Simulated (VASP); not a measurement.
# MgS (F-43m) in VASP: a series of runs

Runs on MgS. Level: LDA. Tasks: single point.

Program: VASP 6.6.1. These are calculated values, not measurements. Logs are shortened: lines on timing, memory, paths and dates and some standing lists are left out, and cuts for length are marked.

## 1. The structure

Symmetry: F-43m, No. 216, cubic system. Conventional cell: a = 5.666 Å, b = 5.666 Å, c = 5.666 Å, α = 90.00°, β = 90.00°, γ = 90.00°. Around S (site symmetry -43m) lie 4 Mg at 2.45 Å. Around Mg (site symmetry -43m) lie 4 S at 2.45 Å.

The cell comes from a database or a generator and needn't be the stable form of this composition.

## 2. Single point, LDA

Input file INCAR:

```
  ADDGRID = False
  ALGO = Normal
  EDIFF = 1E-6
  ENCUT = 250
  GGA = CA
  ISIF = 2
  ISMEAR = 0
  LASPH = True
  LCHARG = False
  LREAL = False
  LWAVE = False
  NELM = 100
  PREC = Accurate
  SIGMA = 0.05
```

Input file KPOINTS:

```
k-points
0
Gamma
  10 10 10
```

Input file POSCAR:

```
MgS
1.0
    0.0000000000      2.8331200468      2.8331200468
    2.8331200468      0.0000000000      2.8331200468
    2.8331200468      2.8331200468      0.0000000000
S Mg
1 1
Direct
    0.2346630000      0.2748010000      0.2357280000
   -0.0216520000      0.0237760000     -0.0317750000
```

Potentials or basis: VASP PAW LDA potentials, release 64 (S, Mg).

Started as:

```console
$ cat potpaw_LDA.64/S/POTCAR potpaw_LDA.64/Mg/POTCAR > POTCAR
$ mpirun -np 1 vasp_std > vasp.out
```

OUTCAR:

```text
EDIFF = 1E-6
   ENCUT = 250
   GGA = CA
   ISIF = 2
   ISMEAR = 0
   LASPH = True
   LREAL = False
   NELM = 100
   PREC = Accurate

 Found    504 irreducible k-points:

 Following reciprocal coordinates:
            Coordinates               Weight
  0.000000  0.000000  0.000000      1.000000
  0.100000  0.000000  0.000000      2.000000
  0.000000  0.100000  0.000000      2.000000
  0.000000  0.000000  0.100000      2.000000
  0.100000  0.100000  0.100000      2.000000
  0.200000  0.000000  0.000000      2.000000
   k-points           NKPTS =    504   k-points in BZ     NKDIM =    504   number of bands    NBANDS=      8
   number of dos      NEDOS =    301   number of ions     NIONS =      2
   total plane-waves  NPLWV =  13824
   dimension x,y,z NGX =    24 NGY =   24 NGZ =   24
   dimension x,y,z NGXF=    48 NGYF=   48 NGZF=   48
   ions per type =               1   1
   NGX,Y,Z   is equivalent  to a cutoff of   9.96,  9.96,  9.96 a.u.
   NGXF,Y,Z  is equivalent  to a cutoff of  19.92, 19.92, 19.92 a.u.
 SYSTEM =  unknown system
   PREC   = accura    normal or accurate (medium, high low for compatibility)
   ISTART =      0    job   : 0-new  1-cont  2-samecut
   ICHARG =      2    charge: 1-file 2-atom 10-const
   ISPIN  =      1    spin polarized calculation?
   LNONCOLLINEAR =      F non collinear calculations
   LSORBIT =      F    spin-orbit coupling
   LASPH  =      T    aspherical Exc in radial PAW
   ENCUT  =  250.0 eV  18.37 Ry    4.29 a.u.   5.17  5.17  5.17*2*pi/ulx,y,z
   NELM   =    100;   NELMIN=  2; NELMDL= -5     # of ELM steps
   EDIFF  = 0.1E-05   stopping-criterion for ELM
   LREAL  =      F    real-space projection
   EDIFFG = 0.1E-04   stopping-criterion for IOM
   NSW    =      0    number of steps for IOM
   IBRION =     -1    ionic relax: 0-MD 1-quasi-New 2-CG
   NFREE  =      0    steps in history (QN), initial steepest desc. (CG)
   ISIF   =      2    stress and relaxation
   ISYM   =      2    0-nonsym 1-usesym 2-fastsym
   POTIM  = 0.5000    time-step for ionic-motion
   TEBEG  =    0.0;   TEEND  =   0.0 temperature during run
   PSTRESS=    0.0 pullay stress
   NELECT =       8.0000    total number of electrons
   NUPDOWN=      -1.0000    fix difference up-down
   EMIN   =  10.00;   EMAX   =-10.00  energy-range for DOS
   EFERMI =   0.00;   METHOD = LEGACY
   ISMEAR =     0;   SIGMA  =   0.05  broadening in eV -4-tet -1-fermi 0-gaus
   EFERMI_NEDOS =   21; number of points for ismear=-14 and -15
   IALGO  =     38    algorithm
   IMIX   =      4    mixing-type and parameters
     AMIX     =   0.40;   BMIX     =  1.00
     AMIX_MAG =   1.60;   BMIX_MAG =  1.00
  volume/ion in A,a.u.               =      22.74       153.46
  Fermi-wavevector in a.u.,A,eV,Ry     =   0.917269  1.733386 11.447692  0.841382
  Thomas-Fermi vector in A             =   2.042218
   LORBIT       =      0    0 simple, 1 ext, 2 COOP (PROOUT), +10 PAW based schemes
   GGA     = CA    functional components
   LHFCALC =     F    Hartree Fock is set to
   AEXX    =    0.0000 exact exchange contribution
   IVDW    =     0    specifies the selected vdW correction
   LEPSILON=     F    determine dielectric tensor
   LRPA    =     F    only Hartree local field effects (RPA)
 non-spin polarized calculation
 Gauss-broadening in eV      SIGMA  =   0.05
  energy-cutoff  :      250.00
  volume of cell :       45.48
 maximum number of plane-waves:       423
 NGX is ok and might be reduce to    24
   NGX = 11   NGY = 11   NGZ = 11

 number of electron       8.0000000 magnetization

 Free energy of the ion-electron system (eV)
  ---------------------------------------------------
  ext. energy  EPLUGINS =         0.00000000
  ---------------------------------------------------
  free energy    TOTEN  =        -9.35282774 eV

  energy without entropy =       -9.35282774  energy(sigma->0) =       -9.35282774

 E-fermi :   1.2638     XC(G=0):  -8.7524

 val. band max:        1.0020723631   @ k =   0.0000   0.0000   0.0000
 cond. band min:       4.0564837115   @ k =   0.0000   0.0000   0.0000
 fundamental gap:      3.0544113484
 Fermi energy:         1.2637889013

 k-point     1 :       0.0000    0.0000    0.0000
  band No.  band energies     occupation
      1     -10.3574      2.00000
      2       0.7848      2.00000
      3       0.8581      2.00000
      4       1.0021      2.00000
      5       4.0565      0.00000
      6       8.6613      0.00000
      7       8.6666      0.00000
      8       8.6876      0.00000

 k-point     2 :       0.1000    0.0000    0.0000
  band No.  band energies     occupation
      1     -10.2996      2.00000
      2       0.3582      2.00000
      3       0.7775      2.00000
      4       0.9525      2.00000
      5       4.5316      0.00000
      6       8.5111      0.00000
      7       8.7832      0.00000
      8       8.8301      0.00000

 k-point     3 :       0.0000    0.1000    0.0000
  band No.  band energies     occupation
      1     -10.2998      2.00000
      2       0.3807      2.00000
      3       0.7597      2.00000
      4       0.9453      2.00000
      5       4.5339      0.00000
      6       8.5064      0.00000
      7       8.7849      0.00000
      8       8.8268      0.00000

 k-point     4 :       0.0000    0.0000    0.1000
  band No.  band energies     occupation
      1     -10.2992      2.00000
      2       0.3143      2.00000
      3       0.8210      2.00000
      4       0.9578      2.00000
      5       4.5267      0.00000
      6       8.5292      0.00000
      7       8.7948      0.00000
      8       8.8137      0.00000

 k-point     5 :       0.1000    0.1000    0.1000
  band No.  band energies     occupation
      1     -10.3005      2.00000
      2       0.4950      2.00000
      3       0.7541      2.00000
      4       0.8247      2.00000
      5       4.5449      0.00000
      6       8.5158      0.00000
      7       8.7686      0.00000
      8       8.8011      0.00000

 k-point     6 :       0.2000    0.0000    0.0000
  band No.  band energies     occupation
      1     -10.1406      2.00000
      2      -0.5799      2.00000
      3       0.6873      2.00000
      4       0.8597      2.00000
      5       5.3273      0.00000
      6       8.3723      0.00000
      7       8.8997      0.00000
      8       9.0304      0.00000

 [... further k-points ...]

------------------------ aborting loop because EDIFF is reached ----------------------------------------

  FORCE on cell =-STRESS in cart. coord.  units (eV):
  Direction    XX          YY          ZZ          XY          YZ          ZX
  --------------------------------------------------------------------------------------
  -------------------------------------------------------------------------------------
  Total       -0.8896761     -0.9064351     -0.8676648     -0.0631836     -0.2745514     -0.3627919
  in kB      -31.3413409    -31.9317248    -30.5659312     -2.2258184     -9.6718449    -12.7803627
  external PRESSURE =     -31.2796656 kB  Pullay stress =       0.0000000 kB

 VOLUME and BASIS-vectors are now :
 -----------------------------------------------------------------------------
  energy-cutoff  :      250.00
  volume of cell :       45.48
      direct lattice vectors                 reciprocal lattice vectors
     0.000000000  2.833120047  2.833120047    -0.176483874  0.176483874  0.176483874
     2.833120047  0.000000000  2.833120047     0.176483874 -0.176483874  0.176483874
     2.833120047  2.833120047  0.000000000     0.176483874  0.176483874 -0.176483874

 POSITION                                       TOTAL-FORCE (eV/Angst)
 -----------------------------------------------------------------------------------
      1.44639      1.33267      1.44337        -0.259341     -0.344606     -0.046992
      2.81046      5.51487      2.83914         0.259341      0.344606      0.046992
 -----------------------------------------------------------------------------------
    total drift:                                0.000010      0.000056     -0.000003

  FREE ENERGIE OF THE ION-ELECTRON SYSTEM (eV)
  ---------------------------------------------------
  free  energy   TOTEN  =        -9.3528277404 eV

  energy  without entropy=       -9.3528277404  energy(sigma->0) =       -9.35282774
```

OSZICAR:

```text
N       E                     dE             d eps       ncg     rms          rms(c)
DAV:   1     0.118322727343E+02    0.11832E+02   -0.24265E+03  8368   0.421E+02
DAV:   2    -0.932197154385E+01   -0.21154E+02   -0.20620E+02 11080   0.860E+01
DAV:   3    -0.991160492134E+01   -0.58963E+00   -0.58963E+00  9968   0.189E+01
DAV:   4    -0.991404512980E+01   -0.24402E-02   -0.24402E-02 13064   0.128E+00
DAV:   5    -0.991404636428E+01   -0.12345E-05   -0.12345E-05 10376   0.263E-02    0.450E+00
DAV:   6    -0.941022403488E+01    0.50382E+00   -0.14795E+00  8088   0.560E+00    0.347E+00
DAV:   7    -0.935778145831E+01    0.52443E-01   -0.23740E-01  9536   0.234E+00    0.233E+00
DAV:   8    -0.935319636799E+01    0.45851E-02   -0.10941E-02  9832   0.850E-01    0.917E-01
DAV:   9    -0.935278824265E+01    0.40813E-03   -0.10542E-03  9896   0.209E-01    0.324E-01
DAV:  10    -0.935282572095E+01   -0.37478E-04   -0.52800E-05 10280   0.469E-02    0.796E-02
DAV:  11    -0.935282777912E+01   -0.20582E-05   -0.14734E-05  9856   0.219E-02    0.340E-02
DAV:  12    -0.935282774039E+01    0.38732E-07   -0.73919E-07  5072   0.499E-03
   1 F= -.93528277E+01 E0= -.93528277E+01  d E =-.356088E-16
```

Wall time 36 s (1 thread of Intel Xeon Platinum 8559C (Emerald Rapids), shared host); peak memory 0.18 GiB.

The run converged, but a check on its numbers failed (symmetry, net force, bounds or a known fault of this set-up), so they aren't taken as properties of the crystal.

Caveat: the cutoff lies under the usual one of these potentials, so the numbers hold a large basis-set error.

## 3. Single point, LDA

INCAR, as its differences from that of step 2:

```diff
@@ -3,3 +3,3 @@
   EDIFF = 1E-6
-  ENCUT = 250
+  ENCUT = 550
   GGA = CA
```

Input file KPOINTS:

```
k-points
0
Gamma
  7 7 7
```

Input file POSCAR:

```
MgS
1.0
    0.0000000000      2.8331200468      2.8331200468
    2.8331200468      0.0000000000      2.8331200468
    2.8331200468      2.8331200468      0.0000000000
S Mg
1 1
Direct
    0.2500000000      0.2500000000      0.2500000000
    0.0000000000      0.0000000000      0.0000000000
```

Potentials or basis: VASP PAW LDA potentials, release 64 (S, Mg).

Started as:

```console
$ cat potpaw_LDA.64/S/POTCAR potpaw_LDA.64/Mg/POTCAR > POTCAR
$ mpirun -np 1 vasp_std > vasp.out
```

OUTCAR:

```text
EDIFF = 1E-6
   ENCUT = 550
   GGA = CA
   ISIF = 2
   ISMEAR = 0
   LASPH = True
   LREAL = False
   NELM = 100
   PREC = Accurate

 Found     20 irreducible k-points:

 Following reciprocal coordinates:
            Coordinates               Weight
  0.000000  0.000000  0.000000      1.000000
  0.142857  0.000000  0.000000      8.000000
  0.285714  0.000000  0.000000      8.000000
  0.428571  0.000000  0.000000      8.000000
  0.142857  0.142857  0.000000      6.000000
  0.285714  0.142857  0.000000     24.000000
   k-points           NKPTS =     20   k-points in BZ     NKDIM =     20   number of bands    NBANDS=      8
   number of dos      NEDOS =    301   number of ions     NIONS =      2
   total plane-waves  NPLWV =  32768
   dimension x,y,z NGX =    32 NGY =   32 NGZ =   32
   dimension x,y,z NGXF=    64 NGYF=   64 NGZF=   64
   ions per type =               1   1
   NGX,Y,Z   is equivalent  to a cutoff of  13.28, 13.28, 13.28 a.u.
   NGXF,Y,Z  is equivalent  to a cutoff of  26.56, 26.56, 26.56 a.u.
 SYSTEM =  unknown system
   PREC   = accura    normal or accurate (medium, high low for compatibility)
   ISTART =      0    job   : 0-new  1-cont  2-samecut
   ICHARG =      2    charge: 1-file 2-atom 10-const
   ISPIN  =      1    spin polarized calculation?
   LNONCOLLINEAR =      F non collinear calculations
   LSORBIT =      F    spin-orbit coupling
   LASPH  =      T    aspherical Exc in radial PAW
   ENCUT  =  550.0 eV  40.42 Ry    6.36 a.u.   7.66  7.66  7.66*2*pi/ulx,y,z
   NELM   =    100;   NELMIN=  2; NELMDL= -5     # of ELM steps
   EDIFF  = 0.1E-05   stopping-criterion for ELM
   LREAL  =      F    real-space projection
   EDIFFG = 0.1E-04   stopping-criterion for IOM
   NSW    =      0    number of steps for IOM
   IBRION =     -1    ionic relax: 0-MD 1-quasi-New 2-CG
   NFREE  =      0    steps in history (QN), initial steepest desc. (CG)
   ISIF   =      2    stress and relaxation
   ISYM   =      2    0-nonsym 1-usesym 2-fastsym
   POTIM  = 0.5000    time-step for ionic-motion
   TEBEG  =    0.0;   TEEND  =   0.0 temperature during run
   PSTRESS=    0.0 pullay stress
   NELECT =       8.0000    total number of electrons
   NUPDOWN=      -1.0000    fix difference up-down
   EMIN   =  10.00;   EMAX   =-10.00  energy-range for DOS
   EFERMI =   0.00;   METHOD = LEGACY
   ISMEAR =     0;   SIGMA  =   0.05  broadening in eV -4-tet -1-fermi 0-gaus
   EFERMI_NEDOS =   21; number of points for ismear=-14 and -15
   IALGO  =     38    algorithm
   IMIX   =      4    mixing-type and parameters
     AMIX     =   0.40;   BMIX     =  1.00
     AMIX_MAG =   1.60;   BMIX_MAG =  1.00
  volume/ion in A,a.u.               =      22.74       153.46
  Fermi-wavevector in a.u.,A,eV,Ry     =   0.917269  1.733386 11.447692  0.841382
  Thomas-Fermi vector in A             =   2.042218
   LORBIT       =      0    0 simple, 1 ext, 2 COOP (PROOUT), +10 PAW based schemes
   GGA     = CA    functional components
   LHFCALC =     F    Hartree Fock is set to
   AEXX    =    0.0000 exact exchange contribution
   IVDW    =     0    specifies the selected vdW correction
   LEPSILON=     F    determine dielectric tensor
   LRPA    =     F    only Hartree local field effects (RPA)
 non-spin polarized calculation
 Gauss-broadening in eV      SIGMA  =   0.05
  energy-cutoff  :      550.00
  volume of cell :       45.48
 maximum number of plane-waves:      1363
   NGX = 15   NGY = 15   NGZ = 15

 number of electron       8.0000000 magnetization

 Free energy of the ion-electron system (eV)
  ---------------------------------------------------
  ext. energy  EPLUGINS =         0.00000000
  ---------------------------------------------------
  free energy    TOTEN  =        -9.37815317 eV

  energy without entropy =       -9.37815317  energy(sigma->0) =       -9.37815317

 E-fermi :   1.1609     XC(G=0):  -8.7526

 val. band max:        0.8793158023   @ k =   0.0000   0.0000   0.0000
 cond. band min:       4.0625869764   @ k =   0.0000   0.0000   0.0000
 fundamental gap:      3.1832711741
 Fermi energy:         1.1608995234

 k-point     1 :       0.0000    0.0000    0.0000
  band No.  band energies     occupation
      1     -10.3509      2.00000
      2       0.8793      2.00000
      3       0.8793      2.00000
      4       0.8793      2.00000
      5       4.0626      0.00000
      6       8.6401      0.00000
      7       8.6401      0.00000
      8       8.6401      0.00000

 k-point     2 :       0.1429    0.0000    0.0000
  band No.  band energies     occupation
      1     -10.2356      2.00000
      2      -0.0005      2.00000
      3       0.8096      2.00000
      4       0.8096      2.00000
      5       4.8946      0.00000
      6       8.4060      0.00000
      7       8.8538      0.00000
      8       8.8538      0.00000

 k-point     3 :       0.2857    0.0000    0.0000
  band No.  band energies     occupation
      1      -9.9523      2.00000
      2      -1.3415      2.00000
      3       0.6655      2.00000
      4       0.6655      2.00000
      5       5.7094      0.00000
      6       8.5980      0.00000
      7       8.7674      0.00000
      8       8.7674      0.00000

 k-point     4 :       0.4286    0.0000    0.0000
  band No.  band energies     occupation
      1      -9.6937      2.00000
      2      -2.2060      2.00000
      3       0.5604      2.00000
      4       0.5604      2.00000
      5       5.7550      0.00000
      6       8.3939      0.00000
      7       8.3939      0.00000
      8       9.1668      0.00000

 k-point     5 :       0.1429    0.1429    0.0000
  band No.  band energies     occupation
      1     -10.1974      2.00000
      2       0.0064      2.00000
      3       0.6433      2.00000
      4       0.6433      2.00000
      5       5.1757      0.00000
      6       7.9441      0.00000
      7       9.1871      0.00000
      8       9.1871      0.00000

 k-point     6 :       0.2857    0.1429    0.0000
  band No.  band energies     occupation
      1      -9.9694      2.00000
      2      -0.9847      2.00000
      3       0.4493      2.00000
      4       0.4558      2.00000
      5       5.9896      0.00000
      6       7.7204      0.00000
      7       8.6142      0.00000
      8       9.4782      0.00000

 [... further k-points ...]

------------------------ aborting loop because EDIFF is reached ----------------------------------------

  FORCE on cell =-STRESS in cart. coord.  units (eV):
  Direction    XX          YY          ZZ          XY          YZ          ZX
  --------------------------------------------------------------------------------------
  -------------------------------------------------------------------------------------
  Total       -0.7138982     -0.7138982     -0.7138982     -0.0000000     -0.0000000     -0.0000000
  in kB      -25.1490691    -25.1490691    -25.1490691     -0.0000000     -0.0000000     -0.0000000
  external PRESSURE =     -25.1490691 kB  Pullay stress =       0.0000000 kB

 VOLUME and BASIS-vectors are now :
 -----------------------------------------------------------------------------
  energy-cutoff  :      550.00
  volume of cell :       45.48
      direct lattice vectors                 reciprocal lattice vectors
     0.000000000  2.833120047  2.833120047    -0.176483874  0.176483874  0.176483874
     2.833120047  0.000000000  2.833120047     0.176483874 -0.176483874  0.176483874
     2.833120047  2.833120047  0.000000000     0.176483874  0.176483874 -0.176483874

 POSITION                                       TOTAL-FORCE (eV/Angst)
 -----------------------------------------------------------------------------------
      1.41656      1.41656      1.41656         0.000000      0.000000      0.000000
      0.00000      0.00000      0.00000        -0.000000     -0.000000     -0.000000
 -----------------------------------------------------------------------------------
    total drift:                                0.000000      0.000000      0.000000

  FREE ENERGIE OF THE ION-ELECTRON SYSTEM (eV)
  ---------------------------------------------------
  free  energy   TOTEN  =        -9.3781531672 eV

  energy  without entropy=       -9.3781531672  energy(sigma->0) =       -9.37815317
```

OSZICAR:

```text
N       E                     dE             d eps       ncg     rms          rms(c)
DAV:   1     0.283400060175E+02    0.28340E+02   -0.37711E+03   320   0.845E+02
DAV:   2    -0.822434978457E+01   -0.36564E+02   -0.35683E+02   416   0.111E+02
DAV:   3    -0.992733408187E+01   -0.17030E+01   -0.17030E+01   336   0.332E+01
DAV:   4    -0.993961041361E+01   -0.12276E-01   -0.12276E-01   576   0.335E+00
DAV:   5    -0.993961694444E+01   -0.65308E-05   -0.65308E-05   360   0.785E-02    0.402E+00
DAV:   6    -0.943482997695E+01    0.50479E+00   -0.14913E+00   320   0.563E+00    0.307E+00
DAV:   7    -0.938308219243E+01    0.51748E-01   -0.23270E-01   392   0.233E+00    0.220E+00
DAV:   8    -0.937858878229E+01    0.44934E-02   -0.10949E-02   368   0.877E-01    0.946E-01
DAV:   9    -0.937811709088E+01    0.47169E-03   -0.11420E-03   384   0.225E-01    0.341E-01
DAV:  10    -0.937815062070E+01   -0.33530E-04   -0.47905E-05   432   0.445E-02    0.921E-02
DAV:  11    -0.937815321701E+01   -0.25963E-05   -0.18797E-05   328   0.245E-02    0.403E-02
DAV:  12    -0.937815316717E+01    0.49841E-07   -0.74110E-07   248   0.522E-03
   1 F= -.93781532E+01 E0= -.93781532E+01  d E =-.415175E-17
```

It used 5.7 s of CPU time on 1 thread of Intel(R) Xeon(R) Platinum 8559C (Emerald Rapids), on a shared host, which was overloaded at the time.

These settings aren't checked as converged: the numbers below hold their error.

What came out:

| Quantity | Value |
| --- | --- |
| Free energy | -9.3782 eV |
| Pressure | -2.5 GPa |
| Band gap on the k mesh | 3.18 eV, direct |

[end of part 1 of 2]
